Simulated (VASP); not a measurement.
# W (Im-3m) in VASP: a series of runs

Aim: see how the results for W move with the level of theory and the settings. Levels: PBE, r2SCAN, LDA, PBEsol. Tasks: relaxation of cell and atoms.

All numbers are computed with VASP 6.6.1; they aren't measurements. Logs are shortened: lines on timing, memory, paths and dates and some standing lists are left out, and cuts for length are marked.

### Step 1. The structure

It takes space group Im-3m (No. 229, cubic). Conventional cell: a = 3.165 Å, b = 3.165 Å, c = 3.165 Å, α = 90.00°, β = 90.00°, γ = 90.00°. Around W (site symmetry m-3m) lie 8 W at 2.74 Å.

### Step 2. Relaxation of cell and atoms, PBE

Input file INCAR:

```
SYSTEM = W
PREC = Accurate ; ENCUT = 600
EDIFF = 1E-6 ; ISMEAR = -1
SIGMA = 0.05 ; LREAL = .False.
LASPH = .True. ; NELM = 100
ALGO = Fast ; ISIF = 3
LWAVE = .False. ; LCHARG = .False.
GGA = PE ; IBRION = 2
NSW = 60 ; EDIFFG = -0.005
```

Input file KPOINTS:

```
Automatic mesh
0
Gamma
  24 24 24
  0 0 0
```

Input file POSCAR:

```
W
1.0
   -1.5823450000      1.5823450000      1.5823450000
    1.5823450000     -1.5823450000      1.5823450000
    1.5823450000      1.5823450000     -1.5823450000
W
1
Direct
    0.0000000000      0.0000000000      0.0000000000
```

Potentials or basis: VASP PAW PBE potentials, release 64 (W_sv).

On the command line:

```bash
cat potpaw_PBE.64/W_sv/POTCAR > POTCAR
mpirun -np 1 vasp_std > vasp.out
```

OUTCAR:

```text
SYSTEM = W
   PREC = Accurate
   ENCUT = 600
   EDIFF = 1E-6
   ISMEAR = -1
   LREAL = .False.
   LASPH = .True.
   NELM = 100
   ISIF = 3
   GGA = PE
   IBRION = 2
   NSW = 60
   EDIFFG = -0.005

 ion  position               nearest neighbor table
   1  0.000  0.000  0.000-

  LATTYP: Found a body centered cubic cell.
 ALAT       =     3.1646900000

  Lattice vectors:

 A1 = (  -1.5823450000,   1.5823450000,   1.5823450000)
 A2 = (   1.5823450000,  -1.5823450000,   1.5823450000)
 A3 = (   1.5823450000,   1.5823450000,  -1.5823450000)

Analysis of symmetry for initial positions (statically):
=====================================================================
 Subroutine PRICEL returns:
 Original cell was already a primitive cell.

 Routine SETGRP: Setting up the symmetry group for a
 body centered cubic supercell.

 Subroutine GETGRP returns: Found 48 space group operations
 (whereof 48 operations were pure point group operations)
 out of a pool of 48 trial point group operations.

The static configuration has the point symmetry O_h .

Analysis of symmetry for dynamics (positions and initial velocities):
=====================================================================
 Subroutine PRICEL returns:
 Original cell was already a primitive cell.

 Routine SETGRP: Setting up the symmetry group for a
 body centered cubic supercell.

 Subroutine GETGRP returns: Found 48 space group operations
 (whereof 48 operations were pure point group operations)
 out of a pool of 48 trial point group operations.

The dynamic configuration has the point symmetry O_h .

 Subroutine INISYM returns: Found 48 space group operations
 (whereof 48 operations are pure point group operations),
 and found     1 'primitive' translations

----------------------------------------------------------------------------------------

                                     Primitive cell

  volume of cell :      15.8476

  direct lattice vectors                    reciprocal lattice vectors
    -1.582345000  1.582345000  1.582345000     0.000000000  0.315986716  0.315986716
     1.582345000 -1.582345000  1.582345000     0.315986716  0.000000000  0.315986716
     1.582345000  1.582345000 -1.582345000     0.315986716  0.315986716  0.000000000

  length of vectors
     2.740701935  2.740701935  2.740701935     0.446872699  0.446872699  0.446872699

  position of ions in fractional coordinates (direct lattice)
     0.000000000  0.000000000  0.000000000

  ion indices of the primitive-cell ions
   primitive index   ion index
                 1           1

----------------------------------------------------------------------------------------

 KPOINTS: Automatic mesh

Automatic generation of k-mesh.
 Grid dimensions read from file:
 generate k-points for:   24   24   24

 Generating k-lattice:

  Cartesian coordinates                     Fractional coordinates (reciprocal lattice)
     0.000000000  0.013166113  0.013166113     0.041666667  0.000000000  0.000000000
     0.013166113  0.000000000  0.013166113     0.000000000  0.041666667  0.000000000
     0.013166113  0.013166113  0.000000000     0.000000000  0.000000000  0.041666667

  Length of vectors
     0.018619696  0.018619696  0.018619696

  Shift w.r.t. Gamma in fractional coordinates (k-lattice)
     0.000000000  0.000000000  0.000000000

 Subroutine IBZKPT returns following result:
 ===========================================

 Found    413 irreducible k-points:

 Following reciprocal coordinates:
            Coordinates               Weight
  0.000000  0.000000  0.000000      1.000000
  0.041667  0.000000  0.000000     12.000000
  0.083333  0.000000  0.000000     12.000000
  0.125000  0.000000  0.000000     12.000000
  0.166667  0.000000  0.000000     12.000000
  0.208333  0.000000  0.000000     12.000000
[... 16 lines left out ...]
  0.416667  0.041667 -0.000000     48.000000
  0.458333  0.041667  0.000000     48.000000
 [... further k-points ...]
   k-points           NKPTS =    413   k-points in BZ     NKDIM =    413   number of bands    NBANDS=     11
   number of dos      NEDOS =    301   number of ions     NIONS =      1
   total plane-waves  NPLWV =  13824
   dimension x,y,z NGX =    24 NGY =   24 NGZ =   24
   dimension x,y,z NGXF=    48 NGYF=   48 NGZF=   48
   ions per type =               1
   NGX,Y,Z   is equivalent  to a cutoff of  14.56, 14.56, 14.56 a.u.
   NGXF,Y,Z  is equivalent  to a cutoff of  29.12, 29.12, 29.12 a.u.
 SYSTEM =  W
   PREC   = accura    normal or accurate (medium, high low for compatibility)
   ISTART =      0    job   : 0-new  1-cont  2-samecut
   ICHARG =      2    charge: 1-file 2-atom 10-const
   ISPIN  =      1    spin polarized calculation?
   LNONCOLLINEAR =      F non collinear calculations
   LSORBIT =      F    spin-orbit coupling
   LASPH  =      T    aspherical Exc in radial PAW
   ENCUT  =  600.0 eV  44.10 Ry    6.64 a.u.   5.47  5.47  5.47*2*pi/ulx,y,z
   NELM   =    100;   NELMIN=  2; NELMDL= -5     # of ELM steps
   EDIFF  = 0.1E-05   stopping-criterion for ELM
   LREAL  =      F    real-space projection
   EDIFFG = -.5E-02   stopping-criterion for IOM
   NSW    =     60    number of steps for IOM
   IBRION =      2    ionic relax: 0-MD 1-quasi-New 2-CG
   NFREE  =      1    steps in history (QN), initial steepest desc. (CG)
   ISIF   =      3    stress and relaxation
   ISYM   =      2    0-nonsym 1-usesym 2-fastsym
   POTIM  = 0.5000    time-step for ionic-motion
   TEBEG  =    0.0;   TEEND  =   0.0 temperature during run
   PSTRESS=    0.0 pullay stress
   NELECT =      14.0000    total number of electrons
   NUPDOWN=      -1.0000    fix difference up-down
   EMIN   =  10.00;   EMAX   =-10.00  energy-range for DOS
   EFERMI =   0.00;   METHOD = LEGACY
   ISMEAR =    -1;   SIGMA  =   0.05  broadening in eV -4-tet -1-fermi 0-gaus
   EFERMI_NEDOS =   21; number of points for ismear=-14 and -15
   IALGO  =     68    algorithm
   IMIX   =      4    mixing-type and parameters
     AMIX     =   0.40;   BMIX     =  1.00
     AMIX_MAG =   1.60;   BMIX_MAG =  1.00
  volume/ion in A,a.u.               =      15.85       106.94
  Fermi-wavevector in a.u.,A,eV,Ry     =   1.570832  2.968442 33.572544  2.467512
  Thomas-Fermi vector in A             =   2.672506
   LORBIT       =      0    0 simple, 1 ext, 2 COOP (PROOUT), +10 PAW based schemes
   GGA     = PE    functional components
   LHFCALC =     F    Hartree Fock is set to
   AEXX    =    0.0000 exact exchange contribution
   IVDW    =     0    specifies the selected vdW correction
   LEPSILON=     F    determine dielectric tensor
   LRPA    =     F    only Hartree local field effects (RPA)
 conjugate gradient relaxation of ions
 non-spin polarized calculation
 RMM-DIIS sequential band-by-band and
  energy-cutoff  :      600.00
  volume of cell :       15.85
 maximum number of plane-waves:       543
 NGX is ok and might be reduce to    24
   NGX = 11   NGY = 11   NGZ = 11

--------------------------------------- Ionic step        1  -------------------------------------------

 number of electron      14.0000002 magnetization

 Free energy of the ion-electron system (eV)
  ---------------------------------------------------
  ext. energy  EPLUGINS =         0.00000000
  ---------------------------------------------------
  free energy    TOTEN  =       -12.95182209 eV

  energy without entropy =      -12.94856500  energy(sigma->0) =      -12.95019354

------------------------ aborting loop because EDIFF is reached ----------------------------------------

  FORCE on cell =-STRESS in cart. coord.  units (eV):
  Direction    XX          YY          ZZ          XY          YZ          ZX
  --------------------------------------------------------------------------------------
  -------------------------------------------------------------------------------------
  Total        0.6246325      0.6246325      0.6246325      0.0000000      0.0000000      0.0000000
  in kB       63.1497490     63.1497490     63.1497490      0.0000000      0.0000000      0.0000000
  external PRESSURE =      63.1497490 kB  Pullay stress =       0.0000000 kB
[... 195 lines left out ...]
  energy  without entropy=      -12.9547154938  energy(sigma->0) =      -12.95632253

--------------------------------------- Ionic step        7  -------------------------------------------

 number of electron      14.0000002 magnetization

 Free energy of the ion-electron system (eV)
  ---------------------------------------------------
  ext. energy  EPLUGINS =         0.00000000
  ---------------------------------------------------
  free energy    TOTEN  =       -12.95792954 eV

  energy without entropy =      -12.95471558  energy(sigma->0) =      -12.95632256

 E-fermi :  11.1960     XC(G=0): -13.5313

 val. band max:       11.1926865574   @ k =   0.5000   0.5000   0.2083
 cond. band min:      11.1969161309   @ k =  -0.4583   0.4583   0.0417
 fundamental gap:      0.0042295735
 Fermi energy:        11.1959963732

 k-point     1 :       0.0000    0.0000    0.0000
  band No.  band energies     occupation
      1     -63.0487      2.00000
      2     -26.6382      2.00000
      3     -26.6382      2.00000
      4     -26.6382      2.00000
      5       1.6350      2.00000
      6       9.9653      2.00000
      7       9.9653      2.00000
      8       9.9653      2.00000
      9      13.3780      0.00000
     10      13.3780      0.00000
     11      25.6368      0.00000
[... 309 lines left out ...]
 k-point    24 :       0.4583    0.0417    0.0000
  band No.  band energies     occupation
      1     -62.9257      2.00000
      2     -27.8341      2.00000
      3     -27.0369      2.00000
      4     -26.6531      2.00000
      5       5.0753      2.00000
      6       7.7106      2.00000
      7      11.5440      0.00190
      8      13.2448      0.00000
      9      14.2974      0.00000
     10      17.1715      0.00000
     11      21.9035      0.00000

 [... further k-points ...]

------------------------ aborting loop because EDIFF is reached ----------------------------------------

  FORCE on cell =-STRESS in cart. coord.  units (eV):
  Direction    XX          YY          ZZ          XY          YZ          ZX
  --------------------------------------------------------------------------------------
  -------------------------------------------------------------------------------------
  Total        0.0035390      0.0035390      0.0035390     -0.0000000     -0.0000000      0.0000000
  in kB        0.3508087      0.3508087      0.3508087     -0.0000000     -0.0000000      0.0000000
  external PRESSURE =       0.3508087 kB  Pullay stress =       0.0000000 kB
[... 16 lines left out ...]
  FREE ENERGIE OF THE ION-ELECTRON SYSTEM (eV)
  ---------------------------------------------------
  free  energy   TOTEN  =       -12.9579295393 eV

  energy  without entropy=      -12.9547155784  energy(sigma->0) =      -12.95632256

 reached required accuracy - stopping structural energy minimisation
```

Wall time 2.9 min (1 thread of Intel Xeon Platinum 8259CL at 2.50GHz (Skylake/Cascade Lake), shared host); peak memory 0.22 GiB.

What came out:

```yaml
Free_energy: -12.9579 eV
Relaxed_volume: 16.16 Å³/atom
Relaxed_cell: a = 2.759 Å, b = 2.759 Å, c = 2.759 Å, α = 109.47°, β = 109.47°, γ = 109.47°
Space_group_after_relaxing_to_0.05_Å: Im-3m (No. 229)
Energy_gained_by_relaxing: 6.1 meV/atom
Ionic_steps: 7
Pressure_after_relaxing: 0.0 GPa
Band_gap_on_the_k_mesh: none (metal or under the smearing width)
```

The path:
| step | energy change (eV) | largest force (eV/Å) | pressure (GPa) | volume (Å³) |
| --- | --- | --- | --- | --- |
| 1 | 0.0000 | 0.0000 | 6.31 | 15.85 |
| 2 | 0.0641 | 0.0000 | -18.30 | 17.32 |
| 3 | -0.0061 | 0.0000 | -0.24 | 16.17 |
| 4 | -0.0061 | 0.0000 | 0.06 | 16.16 |
| 5 | -0.0061 | 0.0000 | 0.05 | 16.16 |
| 6 | -0.0061 | 0.0000 | 0.05 | 16.16 |
| 7 | -0.0061 | 0.0000 | 0.04 | 16.16 |

Final structure:
```yaml
crystal:
  lattice:
    - [-1.59278, 1.59278, 1.59278]
    - [1.59278, -1.59278, 1.59278]
    - [1.59278, 1.59278, -1.59278]
  atoms:
    - { symbol: W, position: [0.00000, 0.00000, 0.00000] }
```

Levels at points of the mesh, in eV from the Fermi level:
| k point | band 5 | band 6 | band 7 | band 8 | band 9 | band 10 |
| --- | --- | --- | --- | --- | --- | --- |
| (0.00, 0.00, 0.00) | -9.56 | -1.23 | -1.23 | -1.23 | 2.18 | 2.18 |
| (0.50, 0.00, 0.00) | -6.18 | -3.51 | 0.58 | 2.06 | 3.02 | 5.94 |
| (0.50, 0.50, 0.50) | -5.71 | -5.71 | 4.99 | 4.99 | 4.99 | 8.06 |

Spin-orbit coupling is left out, which matters for the levels of W. Zero-point motion and thermal expansion aren't in these numbers.

### Step 3. Relaxation of cell and atoms, r2SCAN

Input file INCAR:

```
PREC     = Accurate       # precision mode
ENCUT    = 600            # plane-wave cutoff, eV
EDIFF    = 1E-7           # SCF threshold, eV
ISMEAR   = -1             # smearing method
SIGMA    = 0.05           # smearing width, eV
LREAL    = F              # projectors in reciprocal space
LASPH    = T              # aspherical terms in the spheres
NELM     = 60             # most SCF steps
ALGO     = Normal         # electronic algorithm
ISIF     = 3              # what is computed and relaxed
LWAVE    = F              # write WAVECAR
LCHARG   = F              # write CHGCAR
METAGGA  = R2SCAN         # meta-GGA
LMIXTAU  = T            
IBRION   = 2              # ionic algorithm
NSW      = 60             # ionic steps
EDIFFG   = -0.02          # ionic threshold
```

Input file KPOINTS:

```
regular mesh
0
Gamma
  24 24 24
```

POSCAR is that of step 2.

Potentials or basis: VASP PAW PBE potentials, release 64 (W_sv).

On the command line:

```bash
cat potpaw_PBE.64/W_sv/POTCAR > POTCAR
mpirun -np 1 vasp_std > vasp.out
```

It took 4.7 min on 1 thread of Intel Xeon 6975P-C (Granite Rapids), shared host; peak memory 0.23 GiB.

The run converged. Its results:

* Free energy: -51.3560 eV
* Relaxed volume: 15.97 Å³/atom
* Relaxed cell: a = 2.748 Å, b = 2.748 Å, c = 2.748 Å, α = 109.47°, β = 109.47°, γ = 109.47°
* Space group after relaxing (to 0.05 Å): Im-3m (No. 229)
* Energy gained by relaxing: 1.0 meV/atom
* Ionic steps: 3
* Pressure after relaxing: 0.0 GPa
* Band gap on the k mesh: none (metal or under the smearing width)

Step by step:
```
step  energy change (eV)  largest force (eV/Å)  pressure (GPa)  volume (Å³)
   1              0.0000                0.0000            2.54        15.85
   2              0.0117                0.0000           -8.60        16.43
   3             -0.0010                0.0000           -0.01        15.97
```

Final structure:
```
W
1.0
    -1.58648    1.58648    1.58648
     1.58648   -1.58648    1.58648
     1.58648    1.58648   -1.58648
W
1
Cartesian
  0.0000 0.0000 0.0000
```

Levels at points of the mesh, in eV from the Fermi level:
```
           k point  band 5  band 6  band 7  band 8  band 9  band 10
(0.00, 0.00, 0.00)  -10.12   -1.31   -1.31   -1.31    2.51     2.51
(0.50, 0.00, 0.00)   -6.55   -3.75    0.46    2.34    3.38     6.23
(0.50, 0.50, 0.50)   -5.99   -5.99    5.24    5.24    5.24     8.45
```

Caveat: the PAW data sets were made with another functional, which shifts forces and pressure a little.

(Part 1 of 2 ends here.)
